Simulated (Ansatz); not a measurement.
# PbS: the cost of one run

All numbers are computed with Ansatz 0.2.0, driven from Python. Level of theory: DFT PBEsol, plane waves, PAW.

**1. The structure**

It takes space group Cmc2_1 (No. 36, orthorhombic). The conventional cell has a = 4.114 Å, b = 7.132 Å, c = 7.560 Å, α = 90.00°, β = 90.00°, γ = 90.00°. Pb (site symmetry m) is surrounded by 6 S at 2.84 to 3.26 Å. S (site symmetry m) has 6 Pb at 2.84 to 3.26 Å as nearest neighbours.

The script holds or builds the structure itself.

**2. The code**

kconv.py

```python
"""k-point test for PbS."""

import csv

import ansatz as az

params = {
    "xc": "pbesol",
}

structure = (
    az.Lattice.from_parameters(4.11657, 4.11657, 7.559945, alpha=90.0, beta=90.0, gamma=120.04317)
    .atom("Pb", (0.001032, 0.998968, 0.486732))
    .atom("Pb", (0.998968, 0.001032, 0.986732))
    .atom("S", (0.667145, 0.332855, 0.692468))
    .atom("S", (0.332855, 0.667145, 0.192468))
)

setup = (
    structure.calculation()
    .functional(params["xc"])
    .occupations(az.OccupationsMethod.FIXED)
    .stress()
)

rows = []
for value in [1.0, 0.6, 0.4, 0.3]:
    summary = setup.kpoints(spacing=value).run(threads=1, backend="cpu").report
    rows.append((value, summary["free_energy_ev"] / len(summary["lattice"]["sites"]), summary["n_iterations"], sum(summary["stress_gpa"][i][i] for i in range(3)) / 3, summary["n_kpoints"]))

with open("kconv.csv", "w", newline="") as handle:
    writer = csv.writer(handle)
    writer.writerow(["spacing (1/A)", "F/atom (eV)", "iterations", "P (GPa)", "k-points"])
    writer.writerows([round(v, 5) if isinstance(v, float) else v for v in row] for row in rows)

# differences from the last row
for row in rows[:-1]:
    shift = 1000 * (row[1] - rows[-1][1])
    print(f"{row[0]}: {shift:+.2f} meV/atom" + ("  (within 1 meV)" if abs(shift) < 1 else ""))
```

**3. The input behind the calls**

The engine receives this input (first run):

```yaml
crystal:
  lattice:
    a: 4.11657
    b: 4.11657
    c: 7.559945
    alpha: 90.0
    beta: 90.0
    gamma: 120.04317
  atoms:
    - { symbol: Pb, position: [0.001032, 0.998968, 0.486732] }
    - { symbol: Pb, position: [0.998968, 0.001032, 0.986732] }
    - { symbol: S, position: [0.667145, 0.332855, 0.692468] }
    - { symbol: S, position: [0.332855, 0.667145, 0.192468] }
kpoints:
  mp_grid:
    kspacing: 1.0
hamiltonian:
  xc: pbesol
scf:
  occupations:
    method: fixed
output:
  stress: true
```

**4. The run**

On the command line:

```
$ python kconv.py
```

Q: Estimate wall time and peak memory on 1 thread of Arm Neoverse V2, shared host.

About 9.4 s, with a peak of 0.39 GiB.
